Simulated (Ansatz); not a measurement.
# Manganese, bcc under r²SCAN: ground state and equation of state

Aim: take manganese in the bcc structure, relax it, solve it on a dense k-mesh, switch on spin-orbit coupling, then scale the cell to 7 volumes from 88 to 112 % of the relaxed one and try a fit of the equation of state. The k-meshes are 15×15×15 for the relaxation; 26×26×26 for the dense run; 16×16×16 for spin-orbit coupling; 18×18×18 for the volumes.

Computed with Ansatz 0.2.0 (DFT r2SCAN, plane waves (500 eV) with PAW, scalar-relativistic; PBE-made PAW files, unless a step says otherwise).

## Step 1: Starting point

The structure is cubic, space group Im-3m (No. 229). The conventional cell has a = 2.864 Å, b = 2.864 Å, c = 2.864 Å, α = 90.00°, β = 90.00°, γ = 90.00°. Mn (site symmetry m-3m) has 8 Mn at 2.48 Å as nearest neighbours.

As a file:

```cif
data_structure
_symmetry_space_group_name_H-M 'P 1'
_symmetry_Int_Tables_number 1
_cell_length_a 2.4805
_cell_length_b 2.4805
_cell_length_c 2.4805
_cell_angle_alpha 109.471
_cell_angle_beta 109.471
_cell_angle_gamma 109.471
_cell_volume 11.75
loop_
_atom_site_label
_atom_site_type_symbol
_atom_site_fract_x
_atom_site_fract_y
_atom_site_fract_z
_atom_site_occupancy
Mn1 Mn 0.00000 0.00000 0.00000 1
```

## Step 2: Geometry optimisation

The input, input.yaml:

```yaml
crystal:
  lattice:
    - [-1.4321439648, 1.4321439648, 1.4321439648]
    - [1.4321439648, -1.4321439648, 1.4321439648]
    - [1.4321439648, 1.4321439648, -1.4321439648]
  atoms:
    - { symbol: Mn, position: [0.0, 0.0, 0.0] }
hamiltonian:
  xc: r2scan
  pseudopotentials:
    kind: paw
    azcp:
      Mn: "pseudopotentials/Mn.paw.azcp"
basis:
  ecutwfc: 500
  fft_grid_basis: typed
kpoints:
  mp_grid: { grid: [15, 15, 15], shift: [0, 0, 0] }
magnetization:
  spin_polarized: false
scf:
  occupations: { method: fermi_dirac, width: 0.1 }
relax:
  max_steps: 60
  f_tol: 0.01
  cell: {}
output:
  write_density: true
  write_potential: true
  elf: true
  volumetric_format: npy
```

Started as:

```bash
$ ansatz run input.yaml --threads 1 --pin off --max-ram 3584MiB --backend cpu --events-out ev --progress --plain --runs-dir out
```

The runs that follow: The energy on a finer k-mesh; Spin-orbit coupling switched on; Volume × 0.88; Volume × 0.92; Volume × 0.96; Volume × 1.0; Volume × 1.04; Volume × 1.08; Volume × 1.12.

Q: Predict the outcome of this session. Wanted: space group; conventional cell; volume; shortest distance; gap on the mesh; relative to alpha-Mn; V₀, B₀, B₀′.

The runs gave:

```
                                 quantity                         value
           space group (spins left aside)               Im-3m (No. 229)
                        conventional cell                   a = 2.761 Å
                                   volume                10.519 Å³/atom
                        shortest distance                       2.391 Å
                          gap on the mesh  none (levels filled in part)
relative to alpha-Mn (A12), ferrimagnetic                 +469 meV/atom
                              V₀, B₀, B₀′  10.503 Å³/atom, 305 GPa, 4.4
```

**Reading.** The relaxation shrank the cell by 10.5 % in volume. It lies 469 meV/atom above the element's reference form at the same level (alpha-Mn (A12), ferrimagnetic, from a run of its own); part of this is magnetic energy, as this run has no moments. No gap shows: it is a metal or semimetal at this level. The total energy of the spin-orbit run lies +1.1 eV/atom from the scalar one, but the two kinds of run don't share a zero of energy: only differences within one kind count. The fitted modulus is 305 GPa, among the stiffest elements. Relaxation kept the symmetry; phonons were not checked.
